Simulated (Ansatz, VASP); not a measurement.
**Si in VASP and in Ansatz**

The input INCAR:

```
SYSTEM = Si
  PREC = Accurate
  ENCUT = 520
  EDIFF = 1E-6
  ISMEAR = 0
  SIGMA = 0.15
  LREAL = .FALSE.
  LASPH = .TRUE.
  NELM = 60
  ALGO = Normal
  ISIF = 2
  LWAVE = .FALSE.
  LCHARG = .FALSE.
  GGA = CA
  NBANDS = 11
```

KPOINTS

```
Automatic mesh
0
G
  20 20 20
  0 0 0
```

File POSCAR:

```
Si
1.0
   -2.5610820889      2.5610820889      1.3824360055
    2.5610820889     -2.5610820889      1.3824360055
    2.5610820889      2.5610820889     -1.3824360055
Si
2
Direct
    0.2500000000      0.7500000000      0.5000000000
    0.5000000000      0.5000000000      0.0000000000
```

Input for Ansatz:

```yaml
crystal:
  lattice:
    - [-2.5610820889, 2.5610820889, 1.3824360055]
    - [2.5610820889, -2.5610820889, 1.3824360055]
    - [2.5610820889, 2.5610820889, -1.3824360055]
  atoms:
    - { symbol: Si, position: [0.25, 0.75, 0.5] }
    - { symbol: Si, position: [0.5, 0.5, 0.0] }
basis:
  ecutwfc: 420
kpoints:
  mp_grid: { grid: [20, 20, 20] }
hamiltonian:
  xc: lda
scf:
  occupations: { method: gaussian, width: 0.15 }
output:
  forces: true
  stress: true
  eigenvalues: true
```

Change from the starting cell: strain +0.080 along x and y, +0.040 along z, atoms carried along.

Alike in both runs: task single point; functional LDA; k mesh 20 × 20 × 20; occupations gaussian, width 0.15 eV; no spin polarisation.

|  | VASP | Ansatz |
| --- | --- | --- |
| version | VASP 6.6.1 | Ansatz 0.2.0 |
| potentials or method | VASP PAW LDA potentials, release 64 (Si) | scalar-relativistic, plane waves, PAW |
| plane-wave cutoff (eV) | 520 | 420 |
| valence electrons in the cell | 8 | 8 |

Ansatz gave:

```
gap on the k mesh at the Fermi level (eV)       : none
pressure (GPa)                                  : -14.8
largest component of the traceless stress (GPa) : 1.38
```

Estimate VASP's values.

gap on the k mesh at the Fermi level (eV): none; pressure (GPa): -14.9; largest component of the traceless stress (GPa): 1.39.

A gap of «none» marks a metal or a gap that the smearing closes.
